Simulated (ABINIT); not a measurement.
# GaAs (F-43m) in ABINIT: notebook

The runs below take GaAs through single point, with PBE, PBEsol.

Program: ABINIT 10.8.3 (patched build). These are calculated values, not measurements. Logs are shortened: lines on timing, memory, paths and dates and some standing lists are left out, and cuts for length are marked. The log counts tension as positive stress, the text compression.

**Experimental background.**

“Evidence of valence band perturbations in GaAsN/GaAs(001): A combined variable-angle spectroscopic ellipsometry and modulated photoreflectance investigation”, 2008, arxiv:0805.2212 reports, for a bulk crystal of GaAs at 300 K: band gap 1.412 ± 0.01 eV (direct).

How close the calculation comes is told below.

## Step 1: Starting point

Symmetry: F-43m, No. 216, cubic system. The conventional cell has a = 5.654 Å, b = 5.654 Å, c = 5.654 Å, α = 90.00°, β = 90.00°, γ = 90.00°. As (site symmetry -43m) has 4 Ga at 2.45 Å as nearest neighbours. Ga (site symmetry -43m) has 4 As at 2.45 Å as nearest neighbours.

## Step 2: Single point, PBE

run.abi

```
# Pseudopotentials
pp_dirpath "./"
pseudos "As.upf, Ga.upf"

# Structure
acell 3*1.0
rprim
     0.0000000000     5.3419722954     5.3419722954
     5.3419722954     0.0000000000     5.3419722954
     5.3419722954     5.3419722954     0.0000000000
ntypat 2
znucl 33 31
natom 2
typat 1 2
xcart
     4.2402750000     4.2402750000     4.2402750000
     0.0000000000     0.0000000000     0.0000000000 Angstrom

# Plane-wave basis
ecut 42.0

# k points
kptopt 1
ngkpt 6 6 6
nshiftk 1
shiftk 0.0 0.0 0.0

# Exchange and correlation
ixc 11

# Bands and occupations
nband 18
occopt 3
tsmear 0.00183747

# SCF cycle
nstep 100
tolvrs 1.0e-10

# Output
iomode 3
prtwf 0
prtden 0
prteig 0
prtebands 0
enunit 2
```

Potentials or basis: PseudoDojo NC SR PBE v0.4.1 standard.

Run with:

```sh
> abinit run.abi > log 2>&1
```

run.abo:

```text
.Version 10.8.3 of ABINIT
 Symmetries : space group F-4 3 m (#216); Bravais cF (face-center cubic)
================================================================================
 Values of the parameters that define the memory need of the present run
     intxc =       0    ionmov =       0      iscf =       7    lmnmax =       6
     lnmax =       6     mgfft =      48  mpssoang =       3    mqgrid =    3001
     natom =       2  nloc_mem =       1    nspden =       1   nspinor =       1
    nsppol =       1      nsym =      24    n1xccc =    2501    ntypat =       2
    occopt =       3   xclevel =       2
       mpw =        3984          nfft =      110592          nkpt =          16
================================================================================
================================================================================

--------------------------------------------------------------------------------
------------- Echo of variables that govern the present computation ------------
--------------------------------------------------------------------------------
 -outvars: echo values of preprocessed input variables --------
            acell      1.0000000000E+00  1.0000000000E+00  1.0000000000E+00 Bohr
              amu      7.49215900E+01  6.97230000E+01
             ecut      4.20000000E+01 Hartree
           enunit           2
              ixc          11
         kptrlatt        6    0    0      0    6    0      0    0    6
          kptrlen      4.53281380E+01
            natom           2
            nband          18
            ngfft          48      48      48
             nkpt          16
            nstep         100
             nsym          24
           ntypat           2
           occopt           3
           prtden           0
        prtebands           0
           prteig           0
            prtwf           0
            rprim      0.0000000000E+00  5.3419722954E+00  5.3419722954E+00
                       5.3419722954E+00  0.0000000000E+00  5.3419722954E+00
                       5.3419722954E+00  5.3419722954E+00  0.0000000000E+00
          spgroup         216
           tolvrs      1.00000000E-10
           tsmear      1.83747000E-03 Hartree
            typat      1  2
           xangst      4.2402750000E+00  4.2402750000E+00  4.2402750000E+00
                       2.8753478242E-09  2.8753478242E-09  2.8753478242E-09
            xcart      8.0129584485E+00  8.0129584485E+00  8.0129584485E+00
                       5.4336199045E-09  5.4336199045E-09  5.4336199045E-09
             xred      7.5000000051E-01  7.5000000051E-01  7.5000000051E-01
                       5.0857806855E-10  5.0857806855E-10  5.0857806855E-10
            znucl       33.00000   31.00000

================================================================================

 chkinp: Checking input parameters for consistency.

================================================================================
== DATASET  1 ==================================================================

--- !DatasetInfo
iteration_state: {dtset: 1, }
dimensions: {natom: 2, nkpt: 16, mband: 18, nsppol: 1, nspinor: 1, nspden: 1, mpw: 3984, }
cutoff_energies: {ecut:  42.0, pawecutdg:  -1.0, }
electrons: {nelect:   2.80000000E+01, charge:   0.00000000E+00, occopt:   3.00000000E+00, tsmear:   1.83747000E-03, }
meta: {optdriver: 0, ionmov: 0, optcell: 0, iscf: 7, paral_kgb: 0, }
...

 Exchange-correlation functional for the present dataset will be:
  GGA: Perdew-Burke-Ernzerhof functional - ixc=11
  J.P.Perdew, K.Burke, M.Ernzerhof, PRL 77, 3865 (1996)

 Real(R)+Recip(G) space primitive vectors, cartesian coordinates (Bohr,Bohr^-1):
 R(1)=  0.0000000  5.3419723  5.3419723  G(1)= -0.0935984  0.0935984  0.0935984
 R(2)=  5.3419723  0.0000000  5.3419723  G(2)=  0.0935984 -0.0935984  0.0935984
 R(3)=  5.3419723  5.3419723  0.0000000  G(3)=  0.0935984  0.0935984 -0.0935984
 Unit cell volume ucvol=  3.0488418E+02 bohr^3
 Angles (23,13,12)=  6.00000000E+01  6.00000000E+01  6.00000000E+01 degrees

 getcut: wavevector=  0.0000  0.0000  0.0000  ngfft=  48  48  48
         ecut(hartree)=     42.000   => boxcut(ratio)=   2.17788

--- Pseudopotential description ------------------------------------------------
- pspini: atom type   1  psp file is ./As.upf
12 -101130 2 -1 1358                          pspcod,pspxc,lmax,lloc,mmax
     nproj     2     2     2

- pspini: atom type   2  psp file is ./Ga.upf
12 -101130 2 -1 1902                          pspcod,pspxc,lmax,lloc,mmax
     nproj     2     2     2

   1.50088477E+03                                ecore*ucvol(ha*bohr**3)
--------------------------------------------------------------------------------

================================================================================

--- !BeginCycle
iteration_state: {dtset: 1, }
solver: {iscf: 7, nstep: 100, nline: 4, wfoptalg: 0, }
tolerances: {tolvrs: 1.00E-10, }
...

     iter   Etot(hartree)      deltaE(h)  residm     vres2
 ETOT  1  -178.87282785322    -1.789E+02 1.005E+00 4.675E+03
 ETOT  2  -181.87605294314    -3.003E+00 1.170E-01 6.679E+03
 ETOT  3  -182.43817152152    -5.621E-01 4.442E-02 1.210E+03
 ETOT  4  -182.50492558580    -6.675E-02 3.960E-03 5.771E+02
 ETOT  5  -182.55184295623    -4.692E-02 8.542E-04 1.147E+02
 ETOT  6  -182.56261848336    -1.078E-02 6.225E-04 1.055E+01
 ETOT  7  -182.56367001791    -1.052E-03 2.214E-04 4.007E-01
 ETOT  8  -182.56371190322    -4.189E-05 2.985E-04 1.164E-02
 ETOT  9  -182.56371309840    -1.195E-06 1.526E-04 2.056E-04
 ETOT 10  -182.56371312149    -2.309E-08 2.028E-04 6.768E-07
 ETOT 11  -182.56371312159    -1.007E-10 9.006E-05 4.057E-08
 ETOT 12  -182.56371312160    -7.162E-12 1.200E-04 1.834E-09
 ETOT 13  -182.56371312160     1.705E-12 5.088E-05 7.476E-11

 At SCF step   13       vres2   =  7.48E-11 < tolvrs=  1.00E-10 =>converged.

 Cartesian components of stress tensor (hartree/bohr^3)
  sigma(1 1)= -1.14824687E-04  sigma(3 2)=  0.00000000E+00
  sigma(2 2)= -1.14824687E-04  sigma(3 1)=  0.00000000E+00
  sigma(3 3)= -1.14824687E-04  sigma(2 1)=  0.00000000E+00

--- !ResultsGS
iteration_state: {dtset: 1, }
comment   : Summary of ground state results
lattice_vectors:
- [  0.0000000,   5.3419723,   5.3419723, ]
- [  5.3419723,   0.0000000,   5.3419723, ]
- [  5.3419723,   5.3419723,   0.0000000, ]
lattice_lengths: [   7.55469,    7.55469,    7.55469, ]
lattice_angles: [ 60.000,  60.000,  60.000, ] # degrees, (23, 13, 12)
lattice_volume:   3.0488418E+02
convergence: {deltae:  1.705E-12, res2:  7.476E-11, residm:  5.088E-05, diffor: null, }
etotal    :  -1.82563713E+02
entropy   :   0.00000000E+00
fermie    :   1.58326842E-01
cartesian_stress_tensor: # hartree/bohr^3
- [ -1.14824687E-04,   0.00000000E+00,   0.00000000E+00, ]
- [  0.00000000E+00,  -1.14824687E-04,   0.00000000E+00, ]
- [  0.00000000E+00,   0.00000000E+00,  -1.14824687E-04, ]
pressure_GPa:   3.3783E+00
xred      :
- [  7.5000E-01,   7.5000E-01,   7.5000E-01, As]
- [  5.0858E-10,   5.0858E-10,   5.0858E-10, Ga]
cartesian_forces: # hartree/bohr
- [ -1.29037954E-26,  -1.29037954E-26,   3.87113863E-26, ]
- [  1.29037954E-26,   1.29037954E-26,  -3.87113863E-26, ]
force_length_stats: {min:   4.27970478E-26, max:   4.27970478E-26, mean:   4.27970478E-26, }
...

 Integrated electronic density in atomic spheres:
 ------------------------------------------------
 Atom  Sphere_radius  Integrated_density
    1        2.00000         12.37683369
    2        2.00000         10.81517410
================================================================================

 ----iterations are completed or convergence reached----

 Mean square residual over all n,k,spin=   18.764E-08; max=  50.879E-06
 reduced coordinates (array xred) for    2 atoms
       0.750000000509      0.750000000509      0.750000000509
       0.000000000509      0.000000000509      0.000000000509
 rms dE/dt=  1.9497E-25; max dE/dt=  2.7573E-25; dE/dt below (all hartree)
    1       0.000000000000      0.000000000000      0.000000000000
    2       0.000000000000      0.000000000000     -0.000000000000

 cartesian coordinates (angstrom) at end:
    1      4.24027500000000     4.24027500000000     4.24027500000000
    2      0.00000000287535     0.00000000287535     0.00000000287535

 cartesian forces (hartree/bohr) at end:
    1     -0.00000000000000    -0.00000000000000     0.00000000000000
    2      0.00000000000000     0.00000000000000    -0.00000000000000
 frms,max,avg= 2.4708887E-26 3.8711386E-26   0.000E+00  0.000E+00  0.000E+00 h/b

 cartesian forces (eV/Angstrom) at end:
    1     -0.00000000000000    -0.00000000000000     0.00000000000000
    2      0.00000000000000     0.00000000000000    -0.00000000000000
 frms,max,avg= 1.2705821E-24 1.9906195E-24   0.000E+00  0.000E+00  0.000E+00 e/A
 length scales=  1.000000000000  1.000000000000  1.000000000000 bohr
              =  0.529177210544  0.529177210544  0.529177210544 angstroms
 Fermi (or HOMO) energy (hartree) =   0.15833   Average Vxc (hartree)=  -0.36647
 Eigenvalues (hartree) for nkpt=  16  k points:
 kpt#   1, nband= 18, wtk=  0.00463, kpt=  0.0000  0.0000  0.0000 (reduced coord)
  -1.14589   -1.14589   -1.14589   -1.14554   -1.14554   -0.39689   -0.39689   -0.39689
  -0.39406   -0.39406   -0.31985    0.14787    0.14787    0.14787    0.16675    0.28525
   0.28525    0.28525
      occupation numbers for kpt#   1
   2.00000    2.00000    2.00000    2.00000    2.00000    2.00000    2.00000    2.00000
   2.00000    2.00000    2.00000    1.99327    1.99327    1.99327    0.02025    0.00000
   0.00000    0.00000
 prteigrs : prtvol=0 or 1, do not print more k-points.

 Fermi (or HOMO) energy (eV) =   4.30829   Average Vxc (eV)=  -9.97225
 Eigenvalues (   eV  ) for nkpt=  16  k points:
 kpt#   1, nband= 18, wtk=  0.00463, kpt=  0.0000  0.0000  0.0000 (reduced coord)
 -31.18118  -31.18118  -31.18118  -31.17168  -31.17168  -10.79990  -10.79990  -10.79990
 -10.72281  -10.72281   -8.70353    4.02377    4.02377    4.02377    4.53742    7.76217
   7.76217    7.76217
 prteigrs : prtvol=0 or 1, do not print more k-points.

--- !EnergyTerms
iteration_state     : {dtset: 1, }
comment             : Components of total free energy in Hartree
kinetic             :  1.38905395257195E+02
hartree             :  5.73673737365450E+01
xc                  : -4.47215130303320E+01
Ewald energy        : -9.91764168889747E+01
psp_core            :  4.92280305460459E+00
local_psp           : -1.49388740699448E+02
non_local_psp       : -9.04726124311112E+01
internal            : -1.82563711001522E+02
'-kT*entropy'       : -2.12007424378774E-06
total_energy        : -1.82563713121596E+02
total_energy_eV     : -4.96781171225222E+03
band_energy         : -1.57855035976258E+01
...

 Cartesian components of stress tensor (hartree/bohr^3)
  sigma(1 1)= -1.14824687E-04  sigma(3 2)=  0.00000000E+00
  sigma(2 2)= -1.14824687E-04  sigma(3 1)=  0.00000000E+00
  sigma(3 3)= -1.14824687E-04  sigma(2 1)=  0.00000000E+00

-Cartesian components of stress tensor (GPa)         [Pressure=  3.3783E+00 GPa]
- sigma(1 1)= -3.37825894E+00  sigma(3 2)=  0.00000000E+00
- sigma(2 2)= -3.37825894E+00  sigma(3 1)=  0.00000000E+00
- sigma(3 3)= -3.37825894E+00  sigma(2 1)=  0.00000000E+00

== END DATASET(S) ==============================================================
================================================================================

 -outvars: echo values of variables after computation  --------
            acell      1.0000000000E+00  1.0000000000E+00  1.0000000000E+00 Bohr
           etotal     -1.8256371312E+02
            fcart     -1.2903795434E-26 -1.2903795434E-26  3.8711386301E-26
                       1.2903795434E-26  1.2903795434E-26 -3.8711386301E-26
            rprim      0.0000000000E+00  5.3419722954E+00  5.3419722954E+00
                       5.3419722954E+00  0.0000000000E+00  5.3419722954E+00
                       5.3419722954E+00  5.3419722954E+00  0.0000000000E+00
           strten     -1.1482468746E-04 -1.1482468746E-04 -1.1482468746E-04
                       0.0000000000E+00  0.0000000000E+00  0.0000000000E+00
           xangst      4.2402750000E+00  4.2402750000E+00  4.2402750000E+00
                       2.8753478242E-09  2.8753478242E-09  2.8753478242E-09
             xred      7.5000000051E-01  7.5000000051E-01  7.5000000051E-01
                       5.0857806855E-10  5.0857806855E-10  5.0857806855E-10
 Calculation completed.
```

Wall time 41 s (1 thread of Arm Neoverse V2, shared host); peak memory 0.1 GiB.

What came out:

```
Free energy                                           : -4967.8117 eV
Pressure                                              : 3.4 GPa
Band gap on the k mesh                                : 0.51 eV, direct
Valence electrons inside the program's atomic spheres : As 12.38; Ga 10.82
```

## Step 3: Single point, PBEsol

run.abi

```
pp_dirpath "./"
pseudos "As.upf, Ga.upf"

acell 3*1.0
rprim
     0.0000000000     5.3419722954     5.3419722954
     5.3419722954     0.0000000000     5.3419722954
     5.3419722954     5.3419722954     0.0000000000
ntypat 2
znucl 33 31
natom 2
typat 1 2
xred
     0.7500000000     0.7500000000     0.7500000000
     0.0000000000     0.0000000000     0.0000000000

ecut 38.0

kptopt 1
ngkpt 6 6 6
nshiftk 1
shiftk 0.0 0.0 0.0

ixc -116133

nband 18
occopt 3
tsmear 0.00183747

nstep 100
tolvrs 1.0e-10

iomode 3
prtwf 0
prtden 0
prteig 0
prtebands 0
```

Potentials or basis: PseudoDojo NC SR PBEsol v0.4.1 standard.

Run with:

```sh
> abinit run.abi > log 2>&1
```

Wall time 38 s (1 thread of Arm Neoverse V2, shared host); peak memory 0.09 GiB.

It converged, with:

```yaml
Free_energy: -4960.8022 eV
Pressure: -0.8 GPa
Band_gap_on_the_k_mesh: 0.44 eV, direct
Valence_electrons_inside_the_program's_atomic_spheres: As 12.37; Ga 10.82
```

Levels at points of the mesh, in eV from the valence-band top:
| k point | band 12 | band 13 | band 14 | band 15 | band 16 | band 17 |
| --- | --- | --- | --- | --- | --- | --- |
| (0.00, 0.00, 0.00) | 0.00 | 0.00 | 0.00 | 0.44 | 3.70 | 3.70 |
| (0.50, 0.00, 0.00) | -6.67 | -1.15 | -1.15 | 0.93 | 4.59 | 4.59 |
| (0.50, 0.50, 0.00) | -6.84 | -2.69 | -2.69 | 1.35 | 1.58 | 10.13 |

## Step 4: How close it comes

Step 2. Measured gap of GaAs: 1.412 eV (direct; 300 K; “Evidence of valence band perturbations in GaAsN/GaAs(001): A combined variable-angle spectroscopic ellipsometry and modulated photoreflectance investigation”, 2008, arxiv:0805.2212). This calculation gives 0.51 eV (-0.90 eV). 3 values of this kind are on record (1.412 to 1.51 eV); this one was drawn at random among those near their median, those with a stated uncertainty first. Spin-orbit coupling on As, Ga is left out. The value is that of PBE on a finite k mesh, which can miss the band edges, without temperature or zero-point motion. Semilocal functionals fall short of measured gaps as a rule.

Step 3. A measured gap of GaAs is 1.412 eV (direct; 300 K; “Evidence of valence band perturbations in GaAsN/GaAs(001): A combined variable-angle spectroscopic ellipsometry and modulated photoreflectance investigation”, 2008, arxiv:0805.2212); the calculated 0.44 eV misses it by -0.97 eV. 3 values of this kind are on record (1.412 to 1.51 eV); this one was drawn at random among those near their median, those with a stated uncertainty first. Spin-orbit coupling on As, Ga is left out. The value is that of PBEsol on a finite k mesh, which can miss the band edges, without temperature or zero-point motion. Semilocal functionals fall short of measured gaps as a rule.
